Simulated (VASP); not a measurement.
Take BaF2 (fluorite), without spin-orbit terms, in VASP with PAW potentials, and its band gap.

One run gives 6.57 eV. Which level is it?
(A) PBE0 (PBE cell)
(B) PBE (own cell)
(C) SCAN (own cell)
(D) r2SCAN (own cell)

B, PBE (own cell).  The others give 9.26 (PBE0 (PBE cell)), 7.27 (r2SCAN (own cell)), 7.20 (SCAN (own cell)).

Only levels that ran to the end are used. Left out are those held back, those with too coarse a band path, GW runs whose mesh misses a band edge, hybrids' fits of cells that aren't cubic and levels without matching references; a question may draw on a part of the rest.

The compound is BaF2 in the fluorite structure.
